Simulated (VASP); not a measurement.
# Sn (I4_1/amd) in VASP: further runs, part 3 of 4

VASP 6.6.1. The steps go on from the part before.

## Step 4: Electric field gradients, r2SCAN+D3(BJ) (volume scaled by 0.92)

The input, INCAR:

```
SYSTEM = Sn
PREC = Accurate ; ENCUT = 520
EDIFF = 1E-8 ; ISMEAR = 0
SIGMA = 0.05 ; LREAL = .FALSE.
LASPH = .TRUE. ; NELM = 60
ALGO = Normal ; ISIF = 2
LWAVE = .FALSE. ; LCHARG = .FALSE.
METAGGA = R2SCAN ; LMIXTAU = .TRUE.
IVDW = 12 ; VDW_S6 = 1.0
VDW_S8 = 0.78981345 ; VDW_A1 = 0.49484001
VDW_A2 = 5.73083694 ; LEFG = .TRUE.
```

The input, Sn.cif:

```cif
data_Sn
_cell_length_a 5.71909551
_cell_length_b 5.71909551
_cell_length_c 3.11092649
_cell_angle_alpha 90.00000000
_cell_angle_beta 90.00000000
_cell_angle_gamma 90.00000000
_space_group_name_H-M_alt 'I4_1/amd'
_space_group_name_Hall 'I 4bw 2bw -1bw'
_space_group_IT_number 141
loop_
_space_group_symop_operation_xyz
'x,y,z'
'-y,x+1/2,z+1/4'
'-x+1/2,-y+1/2,z+1/2'
'y+1/2,-x,z+3/4'
'x,-y+1/2,-z+1/4'
'-y,-x,-z'
'-x+1/2,y,-z+3/4'
'y+1/2,x+1/2,-z+1/2'
'-x,-y+1/2,-z+1/4'
'y,-x,-z'
'x+1/2,y,-z+3/4'
'-y+1/2,x+1/2,-z+1/2'
'-x,y,z'
'y,x+1/2,z+1/4'
'x+1/2,-y+1/2,z+1/2'
'-y+1/2,-x,z+3/4'
'x+1/2,y+1/2,z+1/2'
'-y+1/2,x,z+3/4'
'-x,-y,z'
'y,-x+1/2,z+1/4'
'x+1/2,-y,-z+3/4'
'-y+1/2,-x+1/2,-z+1/2'
'-x,y+1/2,-z+1/4'
'y,x,-z'
'-x+1/2,-y,-z+3/4'
'y+1/2,-x+1/2,-z+1/2'
'x,y+1/2,-z+1/4'
'-y,x,-z'
'-x+1/2,y+1/2,z+1/2'
'y+1/2,x,z+3/4'
'x,-y,z'
'-y,-x+1/2,z+1/4'
loop_
_atom_site_label
_atom_site_type_symbol
_atom_site_symmetry_multiplicity
_atom_site_Wyckoff_symbol
_atom_site_fract_x
_atom_site_fract_y
_atom_site_fract_z
_atom_site_occupancy
Sn1 Sn 4 a 0.0000000000 0.0000000000 0.0000000000 1
```

The input, KPOINTS:

```
Automatic mesh
0
G
  5 5 9
  0 0 0
```

The input, POSCAR:

```
Sn
 1.0000000000000000
     5.7190955099999998    0.0000000000000000    0.0000000000000000
     0.0000000000000000    5.7190955099999998    0.0000000000000000
     0.0000000000000000    0.0000000000000000    3.1109264900000002
 Sn 
   4
Cartesian
  0.0000000000000000  0.0000000000000000  0.0000000000000000
  0.0000000000000000  2.8595477549999999  0.7777316225000001
  2.8595477549999999  2.8595477549999999  1.5554632450000001
  2.8595477549999999  0.0000000000000000  2.3331948675000000
```

Potentials or basis: VASP PAW PBE potentials, release 64 (Sn_d).

Started as:

```console
$ ase convert -i cif -o vasp Sn.cif POSCAR
$ cat potpaw_PBE.64/Sn_d/POTCAR > POTCAR
$ mpirun -np 1 vasp_std > vasp.out
```

OUTCAR:

```text
SYSTEM = Sn
   PREC = Accurate
   ENCUT = 520
   EDIFF = 1E-8
   ISMEAR = 0
   LREAL = .FALSE.
   LASPH = .TRUE.
   NELM = 60
   ISIF = 2
   METAGGA = R2SCAN
   IVDW = 12
 IVDW          = 12

 ion  position               nearest neighbor table
   1  0.000  0.000  0.000-   2 2.96   4 2.96   2 2.96   4 2.96   4 3.69   2 3.69   4 3.69   2 3.69

   2  0.000  0.500  0.250-   1 2.96   3 2.96   1 2.96   3 2.96   1 3.69   1 3.69   3 3.69   3 3.69

   3  0.500  0.500  0.500-   2 2.96   4 2.96   4 2.96   2 2.96   2 3.69   4 3.69   2 3.69   4 3.69

   4  0.500  0.000  0.750-   1 2.96   3 2.96   3 2.96   1 2.96   3 3.69   3 3.69   1 3.69   1 3.69

  LATTYP: Found a simple tetragonal cell.
 ALAT       =     5.7190955100
 C/A-ratio  =     0.5439542817

  Lattice vectors:

 A1 = (   5.7190955100,   0.0000000000,   0.0000000000)
 A2 = (   0.0000000000,   5.7190955100,   0.0000000000)
 A3 = (   0.0000000000,   0.0000000000,   3.1109264900)

Analysis of symmetry for initial positions (statically):
=====================================================================
 Subroutine PRICEL returns following result:

  LATTYP: Found a body centered tetragonal cell.
 ALAT       =     5.7190955100
 C/A-ratio  =     0.5439542817

  Lattice vectors:

 A1 = (   2.8595477550,  -2.8595477550,  -1.5554632450)
 A2 = (  -2.8595477550,   2.8595477550,  -1.5554632450)
 A3 = (   2.8595477550,   2.8595477550,   1.5554632450)

   2 primitive cells build up your supercell.

 Routine SETGRP: Setting up the symmetry group for a
 simple tetragonal supercell.

 Subroutine GETGRP returns: Found 16 space group operations
 (whereof  8 operations were pure point group operations)
 out of a pool of 16 trial point group operations.

The static configuration has the point symmetry D_2d.
 The point group associated with its full space group is D_4h.

Analysis of symmetry for dynamics (positions and initial velocities):
=====================================================================
 Subroutine PRICEL returns following result:

  LATTYP: Found a body centered tetragonal cell.
 ALAT       =     5.7190955100
 C/A-ratio  =     0.5439542817

  Lattice vectors:

 A1 = (   2.8595477550,  -2.8595477550,  -1.5554632450)
 A2 = (  -2.8595477550,   2.8595477550,  -1.5554632450)
 A3 = (   2.8595477550,   2.8595477550,   1.5554632450)

   2 primitive cells build up your supercell.

 Routine SETGRP: Setting up the symmetry group for a
 simple tetragonal supercell.

 Subroutine GETGRP returns: Found 16 space group operations
 (whereof  8 operations were pure point group operations)
 out of a pool of 16 trial point group operations.

The dynamic configuration has the point symmetry D_2d.
 The point group associated with its full space group is D_4h.

 Subroutine INISYM returns: Found 16 space group operations
 (whereof  8 operations are pure point group operations),
 and found     2 'primitive' translations
[... 107 lines left out ...]
   NUPDOWN=      -1.0000    fix difference up-down
   EMIN   =  10.00;   EMAX   =-10.00  energy-range for DOS
   EFERMI =   0.00;   METHOD = LEGACY
   ISMEAR =     0;   SIGMA  =   0.05  broadening in eV -4-tet -1-fermi 0-gaus
   EFERMI_NEDOS =   21; number of points for ismear=-14 and -15
   IALGO  =     38    algorithm
   IMIX   =      4    mixing-type and parameters
     AMIX     =   0.40;   BMIX     =  1.00
     AMIX_MAG =   1.60;   BMIX_MAG =  1.00
  volume/ion in A,a.u.               =      25.44       171.66
  Fermi-wavevector in a.u.,A,eV,Ry     =   1.341599  2.535254 24.488957  1.799888
  Thomas-Fermi vector in A             =   2.469820
   LORBIT       =      0    0 simple, 1 ext, 2 COOP (PROOUT), +10 PAW based schemes
   METAGGA = R2SCAN    functional components
   LHFCALC =     F    Hartree Fock is set to
   AEXX    =    0.0000 exact exchange contribution
   IVDW    =    12    specifies the selected vdW correction
   LEPSILON=     F    determine dielectric tensor
   LRPA    =     F    only Hartree local field effects (RPA)
 non-spin polarized calculation
 Gauss-broadening in eV      SIGMA  =   0.05
  energy-cutoff  :      520.00
  volume of cell :      101.75
 maximum number of plane-waves:      2753
 NGX is ok and might be reduce to    48
   NGX = 21   NGY = 21   NGZ = 11

 number of electron      55.9999995 magnetization

 Free energy of the ion-electron system (eV)
  ---------------------------------------------------
  ext. energy  EPLUGINS =         0.00000000
  ---------------------------------------------------
  free energy    TOTEN  =       -98.35288325 eV

  energy without entropy =      -98.34930506  energy(sigma->0) =      -98.35109415

 E-fermi :   8.8336     XC(G=0): -11.4759

 val. band max:        8.8258486506   @ k =   0.0000   0.0000   0.3333
 cond. band min:       8.8379131294   @ k =   0.4000   0.2000   0.4444
 fundamental gap:      0.0120644788
 Fermi energy:         8.8335998034

 k-point     1 :       0.0000    0.0000    0.0000
  band No.  band energies     occupation
      1     -13.7209      2.00000
      2     -13.6303      2.00000
      3     -13.6303      2.00000
      4     -13.6143      2.00000
      5     -13.5582      2.00000
      6     -13.5508      2.00000
[... 853 lines left out ...]
     32      11.3887      0.00000
     33      12.6959      0.00000

 [... further k-points ...]

------------------------ aborting loop because EDIFF is reached ----------------------------------------

 Edisp (eV)   -0.77995

 E8    (eV) :    -0.3009

  FORCE on cell =-STRESS in cart. coord.  units (eV):
  Direction    XX          YY          ZZ          XY          YZ          ZX
  --------------------------------------------------------------------------------------
  -------------------------------------------------------------------------------------
  Total       3.07300     3.07300     1.66746     0.00000     0.00000     0.00000
  in kB      48.38704    48.38704    26.25553     0.00000     0.00000     0.00000
  external pressure =       41.01 kB  Pullay stress =        0.00 kB

 VOLUME and BASIS-vectors are now :
 -----------------------------------------------------------------------------
  energy-cutoff  :      520.00
  volume of cell :      101.75
      direct lattice vectors                 reciprocal lattice vectors
     5.719095510  0.000000000  0.000000000     0.174852824  0.000000000  0.000000000
     0.000000000  5.719095510  0.000000000     0.000000000  0.174852824  0.000000000
     0.000000000  0.000000000  3.110926490     0.000000000  0.000000000  0.321447647

 POSITION                                       TOTAL-FORCE (eV/Angst)
 -----------------------------------------------------------------------------------
      0.00000      0.00000      0.00000        -0.000000      0.000000      0.000000
      0.00000      2.85955      0.77773        -0.000000     -0.000000      0.000000
      2.85955      2.85955      1.55546         0.000000      0.000000      0.000000
      2.85955      0.00000      2.33319         0.000000     -0.000000      0.000000
 -----------------------------------------------------------------------------------
    total drift:                                0.000000      0.000000     -0.000000

  FREE ENERGIE OF THE ION-ELECTRON SYSTEM (eV)
  ---------------------------------------------------
  free  energy   TOTEN  =       -99.1328373696 eV

  energy  without entropy=      -99.1292591757  energy(sigma->0) =      -99.13104827

 Electric field gradients (V/A^2)
---------------------------------------------------------------------
 ion       V_xx      V_yy      V_zz      V_xy      V_xz      V_yz
---------------------------------------------------------------------
   1     -28.462   -28.462    56.923    -0.000    -0.000     0.000
   2     -28.462   -28.462    56.923    -0.000    -0.000     0.000
   3     -28.462   -28.462    56.923     0.000    -0.000     0.000
   4     -28.462   -28.462    56.923    -0.000     0.000    -0.000
---------------------------------------------------------------------

 Electric field gradients after diagonalization (V/A^2)
 (convention: |V_zz| > |V_xx| > |V_yy|)
----------------------------------------------------------------------
 ion       V_xx      V_yy      V_zz     asymmetry (V_yy - V_xx)/ V_zz
----------------------------------------------------------------------
   1     -28.462   -28.462    56.923       0.000
   2     -28.462   -28.462    56.923       0.000
   3     -28.462   -28.462    56.923       0.000
   4     -28.462   -28.462    56.923       0.000
----------------------------------------------------------------------

           NMR quadrupolar parameters

 Cq : quadrupolar parameter    Cq=e*Q*V_zz/h
 eta: asymmetry parameters     (V_yy - V_xx)/ V_zz
 Q  : nuclear electric quadrupole moment in mb (millibarn)
----------------------------------------------------------------------
 ion       Cq(MHz)       eta       Q (mb)
----------------------------------------------------------------------
   1       0.138       0.000       1.000
   2       0.138       0.000       1.000
   3       0.138       0.000       1.000
   4       0.138       0.000       1.000
----------------------------------------------------------------------
```

It took 3 min on 1 thread of Intel Xeon 6975P-C (Granite Rapids), shared host; peak memory 0.27 GiB.

What came out:

```yaml
Free_energy: -99.1328 eV
Pressure: 4.1 GPa
Band_gap_on_the_k_mesh: none (metal or under the smearing width)
Dispersion_energy_per_atom: -0.195 eV
```

Stress tensor (GPa, compression positive):
```
4.84 0.00 0.00
0.00 4.84 0.00
0.00 0.00 2.63
```

Electric field gradients, principal values (V/Å²):
```csv
atom,Vxx,Vyy,Vzz
1 Sn,-28.462,-28.462,56.923
2 Sn,-28.462,-28.462,56.923
3 Sn,-28.462,-28.462,56.923
4 Sn,-28.462,-28.462,56.923
```

Caveat: the PAW data sets were made with another functional, which shifts forces and pressure a little; pairwise dispersion overbinds metals, which lowers pressure and volume.

(Part 3 of 4 ends here.)
